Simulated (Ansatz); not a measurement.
Rh under changes of volume

One of the cells (14.302 Å³/atom); the others are scaled copies at fixed shape and fractional positions:

```
Rh
1.0
     2.73098    0.00000    0.00000
    -1.36549    2.36510    0.00000
     0.00000    0.00000    4.42849
Rh
2
Cartesian
  0.0000 1.5767 1.1071
  1.3655 0.7884 3.3214
```

This isn't the form of Rh at room conditions, which is fcc.

* Program: Ansatz 0.2.0
* Functional: PBEsol
* Potentials or basis: Ansatz PAW
* Cutoff: 420 eV (not typed: the program's choice for these potentials)
* k mesh: 11 × 11 × 6
* Occupations: fermi-dirac, width 0.05 eV
* Spin: no spin polarisation

| volume (Å³/atom) | energy over the lowest point (meV/atom) | pressure (GPa) |
| --- | --- | --- |
| 13.444 | 0.00 | 2.5 |
| 13.730 | 1.37 | -3.6 |
| 14.016 | 12.96 | -9.0 |
| 14.302 | 33.50 | -13.7 |
| 14.588 | 61.89 | -17.8 |
| 14.874 | 97.17 | -21.4 |
| 15.160 | ? | ? |

Question: What does the run at 15.160 Å³/atom give?

Answer: Energy over the lowest point 138.46 meV/atom; pressure -24.5 GPa.

Worked out: A Birch-Murnaghan fit of order 3 (a polynomial in V^(-2/3)) to the other rows has its minimum at 13.55 Å³/atom with B0 = V·E''(V) = 294 GPa and B' = 5.2 at fixed shape and positions, which overstates the stiffness. It gives 138.47 meV/atom at 15.160 Å³/atom, against the run's 138.46, and -dE/dV = -24.7 GPa, against -24.5.

Energies are extrapolated to zero smearing.

Caveats: the PAW data sets come from PBE, with cores solved anew for the run's functional, which leaves a small shift of forces and pressure.
